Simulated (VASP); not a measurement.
Crystal: GaP.

```
Ga P
1.0
     0.00000    2.72525    2.72525
     2.72525    0.00000    2.72525
     2.72525    2.72525    0.00000
Ga P
1 1
Direct
  0.00000 0.00000 0.00000
  0.75000 0.75000 0.75000
```

Base run:

| Item | Value |
| --- | --- |
| Program | VASP 6.6.1 |
| Functional | revPBE |
| Potentials or basis | VASP PAW PBE potentials, release 64 (Ga_d, P) |
| Cutoff | 520 eV |
| k mesh | 8 × 8 × 8 |
| Occupations | fermi-dirac, width 0.05 eV |
| Spin | no spin polarisation |

Its results: band gap on the k mesh 1.70 eV, indirect (least direct gap 1.93 eV).

After a change of settings the same cell gave: band gap on the k mesh 3.16 eV, indirect (least direct gap 3.78 eV). Which change was it?
A. functional from revPBE to RPBE; further incar settings from ALGO = Normal; EDIFF = 1e-06 to ALGO = Normal; EDIFF = 1e-06; NBANDS = 16
B. functional from revPBE to BLYP; further incar settings from ALGO = Normal; EDIFF = 1e-06 to ALGO = Fast; EDIFF = 1e-06
C. functional from revPBE to SCAN0; k mesh from 8 × 8 × 8 to 4 × 4 × 4
D. functional from revPBE to PW91; further incar settings from ALGO = Normal; EDIFF = 1e-06 to ALGO = Normal; EDIFF = 1e-06; NBANDS = 16

C.

Caveats: some runs use coarse meshes; an unscreened hybrid on a path of extra k points without a Coulomb cutoff has errors near the mesh points, so the bands along the path aren't reliable (some runs).
